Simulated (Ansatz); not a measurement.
## Pressure coefficients of CdI2

```cif
data_structure
_symmetry_space_group_name_H-M 'P-3m1'
_symmetry_Int_Tables_number 164
_cell_length_a 4.2440
_cell_length_b 4.2440
_cell_length_c 6.8590
_cell_angle_alpha 90.000
_cell_angle_beta 90.000
_cell_angle_gamma 120.000
_cell_volume 106.99
loop_
_atom_site_label
_atom_site_type_symbol
_atom_site_symmetry_multiplicity
_atom_site_Wyckoff_symbol
_atom_site_fract_x
_atom_site_fract_y
_atom_site_fract_z
_atom_site_occupancy
Cd1 Cd 1 a 0.00000 0.00000 0.00000 1
I1 I 2 d 0.33333 0.66667 0.24920 1
```

The runs use the primitive cell with vectors (4.244, 0.000, 0.000), (-2.122, 3.675, 0.000), (0.000, 0.000, 6.859) Å, to which the k mesh refers.

The cell is COD entry 1539851, as deposited and not checked against the literature; nothing was relaxed. It differs from other determinations.

Spin–orbit coupling is left out, though it moves levels of the heavy atoms by tenths of an eV or more.

The calculation used Ansatz 0.2.0, DFT, PBEsol, all-electron LAPW, scalar-relativistic.

Sampling and basis: a Γ-centred 8×8×5 k mesh, Fermi–Dirac smearing of 0.03 eV, basis error target 0.5 meV/atom, no spin polarisation.

The cell is scaled evenly with fractional coordinates held. Semilocal gaps are too small, but their slopes usually carry over better; a slope of a few tenths of an eV per unit of ln V is near zero and can change sign within a few per cent of volume.

```tsv
V/V(cell)	P (GPa)	gap on the k mesh (eV)
0.9600	1.10	2.327
0.9800	0.31	2.313
0.9900	-0.06	2.305
1.0000	-0.40	2.297
1.0100	-0.72	2.288
1.0200	-1.02	2.279
1.0400	-1.57	2.243
1.0600	-2.05	2.187
```

**Question.** From the rows at 0.9900 and 1.0100, what is the bulk modulus at the cell's volume?

**Answer.** B = −ΔP/Δln V = −[(-0.72) − (-0.06)]/0.02000 = 33.0 GPa.

**Question.** What are the gap's volume deformation potential and pressure coefficient?

**Answer.** dEg/dln V = (2.288 − 2.305)/0.02000 = -0.85 eV, and dEg/dP = −(dEg/dln V)/B = 26 meV/GPa: pressure widens the gap.

**Question.** Predict the row at V/V(cell) = 0.9400. How far is a linear estimate of P off?

**Answer.** P = 1.99 GPa, gap 2.339 eV. The linear estimate P(cell) − B ln(V/V(cell)) = 1.64 GPa misses by 0.35 GPa, since the modulus grows under compression.
